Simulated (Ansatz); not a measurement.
Crystal: Ge.

```xyz
1
Lattice="2.7105 0.0000 0.0000 0.0000 2.7105 0.0000 0.0000 0.0000 2.7105" Properties=species:S:1:pos:R:3 pbc="T T T"
Ge    0.0000    0.0000    0.0000
```

The cell was built by a generator and needn't be a form met in nature.

```yaml
Program: Ansatz 0.2.0
Task: relaxation of cell and atoms
Functional: PBEsol0
Potentials_or_basis: Ansatz PAW
Cutoff: "420 eV (not typed: the program's choice for these potentials)"
k_mesh: 5 × 5 × 5
Occupations: fermi-dirac, width 0.05 eV
Spin: no spin polarisation
```

At the start: volume 19.91 Å³/atom.

Problem. How do energy, volume and symmetry change on relaxing?

Solution. It ends after 5 steps and the volume is 19.01 Å³/atom (-4.6 %); space group Pm-3m (No. 221, to 0.05 Å).

Step by step:
| step | energy change (eV) | largest force (eV/Å) | volume (Å³) |
| --- | --- | --- | --- |
| 1 | 0.0000 | 0.0000 | 19.91 |
| 2 | -0.0100 | 0.0000 | 18.74 |
| 3 | -0.0109 | 0.0000 | 19.03 |
| 4 | -0.0110 | 0.0000 | 19.01 |
| 5 | -0.0107 | 0.0000 | 19.01 |

Final structure:
```
Ge
1.0
     2.66872    0.00000    0.00000
     0.00000    2.66872    0.00000
     0.00000    0.00000    2.66872
Ge
1
Direct
  0.00000 0.00000 0.00000
```

Caveat: the k mesh is coarse (spacing up to 0.46 Å⁻¹), so the values aren't converged, least of all with exact exchange; the plane-wave basis is chosen anew once the cell has moved, so the energies of steps on either side of that aren't comparable; the PAW data sets come from PBE, with cores solved anew for the run's functional, which leaves a small shift of forces and pressure.
